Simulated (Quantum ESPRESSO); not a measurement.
Crystal: HfN.

```xyz
2
Lattice="0.0000 2.2560 2.2560 2.2560 0.0000 2.2560 2.2560 2.2560 0.0000" Properties=species:S:1:pos:R:3 pbc="T T T"
Hf    0.0000    0.0000    0.0000
N     2.2560    2.2560    2.2560
```

```yaml
Program: Quantum ESPRESSO 7.5
Task: phonons
Functional: PBE
Potentials_or_basis: PseudoDojo 0.4.1 SR PBE standard
Cutoff: 1143 eV
Density_cutoff: 4572 eV
k_mesh: 8 × 8 × 8
Occupations: cold, width 0.2 eV
Spin: no spin polarisation
Mixing_beta: 0.5
Most_SCF_iterations: 120
SCF_threshold: 4e-10 Ry
```

The cell and the atoms were relaxed first, to 11.74 Å³/atom (a = 3.214 Å, b = 3.214 Å, c = 3.214 Å, α = 60.00°, β = 60.00°, γ = 60.00°), and the response was taken there.

Q: What is the highest optical frequency at the zone centre?

A: 481 cm⁻¹, a mode of symmetry T1u (IR).

Optical modes at Γ, degenerate ones joined:
| cm⁻¹ | components | symmetry | active in |
| --- | --- | --- | --- |
| 481 | 3 | T1u | IR |

Caveat: the mesh is thin for the phonons of a metal.
